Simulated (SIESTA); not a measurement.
Crystal: Ta.

```xyz
2
Lattice="2.9004 0.0000 0.0000 -1.4502 2.5118 0.0000 0.0000 0.0000 5.1663" Properties=species:S:1:pos:R:3 pbc="T T T"
Ta    0.0000    1.6745    1.2916
Ta    1.4502    0.8373    3.8747
```

This isn't the form of Ta at room conditions, which is bcc.

- Program: SIESTA 5.4.2
- Task: single point
- Functional: PBE
- Potentials or basis: PseudoDojo 0.4 standard (PBE files)
- Basis: DZP (energy shift 0.003 Ry; two zetas on semicore shells)
- Grid cutoff: 800 Ry
- Energy shift: 0.003 Ry
- k mesh: 11 × 11 × 5
- Occupations: fermi-dirac, width 0.05 eV
- Spin: no spin polarisation

On this cell: pressure -0.1 GPa; largest force under 0.003 eV/Å; band gap on the k mesh none (metal or under the smearing width).

The same run follows on a disturbed copy (atoms moved at random, drawn with an rms of 0.05 Å):

```
CELL_PARAMETERS angstrom
2.90037 0.00000 0.00000
-1.45019 2.51180 0.00000
0.00000 0.00000 5.16627
ATOMIC_POSITIONS crystal
Ta 0.33032 0.67247 0.24286
Ta 0.66260 0.32497 0.75926
```

Task: What does the disturbed cell give?

Result: The energy (extrapolated to zero smearing) moves by +21.6 meV/atom; pressure 0.6 GPa; largest force 1.048 eV/Å; band gap on the k mesh none (metal or under the smearing width).

Forces in eV/Å, atoms in the order of the input:
```
Ta  -0.021  0.036  1.047
Ta   0.021 -0.036 -1.047
```

Stress tensor (GPa, compression positive):
```
-0.24  0.31 -0.08
 0.31  1.22  0.14
-0.08  0.14  0.72
```

Caveats: short orbitals over semicore shells can move pressures by several GPa; the basis of atomic orbitals isn't converged, which shifts pressures, moduli and gaps.
